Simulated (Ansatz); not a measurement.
A run of Ansatz 0.2.0 is set up as follows.

The input input.yaml:

```yaml
crystal:
  lattice:
    - [3.6913825498, 0.0, 0.0]
    - [-1.8456912749, 3.1968310632, 0.0]
    - [0.0, 0.0, 6.04107701]
  atoms:
    - { symbol: Zr, position: [0.0, 0.0, 0.0] }
    - { symbol: S, position: [0.3333333333, 0.6666666667, 0.23790997] }
    - { symbol: S, position: [0.6666666667, 0.3333333333, 0.76209003] }
hamiltonian:
  xc: blyp
  pseudopotentials: { kind: paw }
  dispersion: d3bj
kpoints:
  mp_grid: { grid: [8, 8, 5] }
scf:
  occupations: { method: fermi_dirac, width: 0.05 }
output:
  forces: true
  stress: true
relax:
  f_tol: 0.01
  max_steps: 40
  cell: { stress_tol: 0.05 }
```

Potentials or basis: Ansatz PAW.

The run is started by

```console
$ ansatz run input.yaml --threads 2 --pin off --max-ram 5632MiB --backend cpu --events-out ev --progress --plain --runs-dir out
```

What does it give for the band gap on the k mesh?

0.59 eV.

Predict the relaxed cell.

a = 3.656 Å, b = 3.656 Å, c = 5.566 Å, α = 90.00°, β = 90.00°, γ = 120.00°.

Final structure:
```xyz
3
Lattice="3.6561 0.0000 0.0000 -1.8280 3.1662 0.0000 0.0000 0.0000 5.5656" Properties=species:S:1:pos:R:3 pbc="T T T"
Zr    0.0000    0.0000    0.0000
S     0.0000    2.1108    1.4571
S     1.8280    1.0554    4.1085
```

Caveat: odd divisions of the mesh miss points on the zone boundary, where band edges often lie, so the gap on the mesh can be too wide; the plane-wave basis is chosen anew once the cell has moved, so the energies of steps on either side of that aren't comparable. A k mesh can miss the band edges.
